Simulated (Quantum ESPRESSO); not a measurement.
## Cu: relaxation of cell and atoms with PBEsol

Crystal: Cu.

```
Cu
1.0
     1.21846   -3.97638    0.00000
     1.21846    3.97638    0.00000
     0.00000    0.00000    2.47550
Cu
2
Direct
  0.86613 0.13387 0.75000
  0.13387 0.86613 0.25000
```

This isn't the form of Cu at room conditions, which is fcc.

* Program: Quantum ESPRESSO 7.5
* Task: relaxation of cell and atoms
* Functional: PBEsol
* Potentials or basis: GBRV 1.5 PBEsol
* Cutoff: 762 eV
* Density cutoff: 6095 eV
* k mesh: 6 × 6 × 6
* Occupations: fermi-dirac, width 0.05 eV
* Spin: no spin polarisation
* ASE optimiser: BFGS
* Mixing beta: 0.5
* Most SCF iterations: 120
* SCF threshold: 4e-10 Ry

- Relaxed volume: 11.86 Å³/atom
- Relaxed cell: a = 4.177 Å, b = 4.177 Å, c = 2.462 Å, α = 90.00°, β = 90.00°, γ = 146.47°
- Space group after relaxing (to 0.05 Å): Cmcm (No. 63)
- Energy gained by relaxing: 1.2 meV/atom
- Ionic steps: 7
- Pressure after relaxing: -0.1 GPa
- Largest force after relaxing: 0.006 eV/Å
- Band gap on the k mesh: none (metal or under the smearing width)

Forces in eV/Å, atoms in the order of the input:
```
Cu   0.000  0.006  0.000
Cu   0.000 -0.006  0.000
```

Stress tensor (GPa, compression positive):
```
 0.07  0.00  0.00
 0.00  0.03  0.00
 0.00  0.00 -0.25
```

The path:
```
step  energy change (eV)  largest force (eV/Å)  pressure (GPa)  volume (Å³)
   1              0.0000                0.0071           -1.58        23.99
   2             -0.0006                0.0108           -1.22        23.93
   3             -0.0015                0.0263            0.60        23.65
   4             -0.0017                0.0210            0.47        23.68
   5             -0.0024                0.0107           -0.30        23.77
   6             -0.0024                0.0074           -0.05        23.73
   7             -0.0023                0.0055           -0.05        23.72
```

Final structure:
```
Cu
1.0
     1.20475   -3.99934    0.00000
     1.20475    3.99934    0.00000
     0.00000    0.00000    2.46192
Cu
2
Direct
  0.86660 0.13340 0.75000
  0.13340 0.86660 0.25000
```

Levels at points of the mesh, in eV from the Fermi level:
| k point | band 15 | band 16 | band 17 | band 18 | band 19 | band 20 | band 21 | band 22 | band 23 | band 24 |
| --- | --- | --- | --- | --- | --- | --- | --- | --- | --- | --- |
| (0.00, 0.00, 0.00) | -2.40 | -2.10 | -1.91 | -1.78 | -1.53 | -0.43 | 4.53 | 14.73 | 18.68 | 19.54 |
| (0.00, 0.00, -0.50) | -2.80 | -2.80 | -1.81 | -1.81 | -0.10 | -0.10 | 7.98 | 7.98 | 9.14 | 9.14 |
| (0.00, -0.50, 0.00) | -2.83 | -2.62 | -2.24 | -1.75 | -0.55 | 1.25 | 2.40 | 6.80 | 12.59 | 15.55 |
| (0.00, -0.50, -0.50) | -1.91 | -1.91 | -1.32 | -1.32 | 3.64 | 3.64 | 7.43 | 7.43 | 9.63 | 9.63 |
| (-0.50, -0.50, 0.00) | -2.76 | -2.40 | -2.37 | -2.00 | -1.69 | -1.61 | 13.20 | 14.86 | 15.86 | 17.60 |
| (-0.50, -0.50, -0.50) | -2.07 | -2.07 | -1.64 | -1.64 | -1.19 | -1.19 | 3.60 | 3.60 | 17.43 | 17.43 |

Run time: 2.8 min on 2 MPI ranks on Arm Neoverse V2 (shared host), peak memory 0.2 GiB a rank.

Caveat: the k mesh is coarse (spacing up to 0.45 Å⁻¹), so the values aren't converged.
